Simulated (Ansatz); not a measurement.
# Comparing deformations in K

The calculation used DFT PBE, scalar-relativistic, plane waves, PAW in Ansatz. Cutoff 420 eV, Γ-centred 14×14×14 k-points, Gaussian smearing of 0.15 eV. No spin polarisation. Energies are free energies at this smearing, counted from the undisturbed cell; pressure is positive in compression.

The undisturbed cell (as given, not relaxed at this level; it stands at 0.1 GPa):

```
K
1.0
    -2.61800    2.61800    2.61800
     2.61800   -2.61800    2.61800
     2.61800    2.61800   -2.61800
K
1
Direct
  0.00000 0.00000 0.00000
```

The cell is strained by ε times a Voigt pattern (xx, yy, zz, yz, xz, xy; engineering shear) with fractional coordinates fixed. τ = (1/V0) dE/dε comes from the stress tensor. Of each scan, only the three points used here are listed.

| pattern | ε | τ (GPa) |
| --- | --- | --- |
| (0, 1, 0, 0, 0, 0) | -0.0100 | -0.1509 |
| (0, 1, 0, 0, 0, 0) | 0.0000 | -0.1038 |
| (0, 1, 0, 0, 0, 0) | 0.0100 | -0.0597 |
| (1, 1, 0, 0, 0, 0) | -0.0250 | -0.647 |
| (1, 1, 0, 0, 0, 0) | 0.0000 | -0.208 |
| (1, 1, 0, 0, 0, 0) | 0.0250 | 0.168 |
| (0, 0, 1, 0, 0, 0) | -0.0150 | -0.1755 |
| (0, 0, 1, 0, 0, 0) | 0.0000 | -0.1038 |
| (0, 0, 1, 0, 0, 0) | 0.0150 | -0.0387 |
| (0, 0, 0, 0, 0, 1) | -0.0050 | -0.0143 |
| (0, 0, 0, 0, 0, 1) | 0.0000 | 0.0000 |
| (0, 0, 0, 0, 0, 1) | 0.0050 | 0.0143 |

Task: Which constants do the scans give, and which deformation costs least for the same size of strain tensor?

Result: The slope dτ/dε at zero (parabola through three points) is pᵀCp: (0, 1, 0, 0, 0, 0) gives C11 = 4.6 GPa; (1, 1, 0, 0, 0, 0) gives 2(C11 + C12) = 16.3 GPa; (0, 0, 1, 0, 0, 0) gives C11 = 4.6 GPa; (0, 0, 0, 0, 0, 1) gives C44 = 2.9 GPa. The size of the strain tensor, ε:ε, is ε² times 1.0, 2.0, 1.0, 0.5. Per unit of it the stiffnesses are 4.6, 8.1, 4.6, 5.7 GPa, so (0, 1, 0, 0, 0, 0) is the softest of these, level with (0, 0, 1, 0, 0, 0) (alike by symmetry): at ε:ε = (1 %)² the quadratic term costs 0.10 meV/atom against 0.18 for the stiffest. The starting stress shifts them by about its own size.

Task: What else follows for this cubic crystal?

Result: From the unrounded slopes C11 = 4.6 and C12 = 3.6 GPa, so B = (C11 + 2 C12)/3 = 4 GPa and the Poisson ratio for a pull along a cube edge is C12/(C11 + C12) = 0.44.

In a metal these slopes depend on the k mesh and the smearing.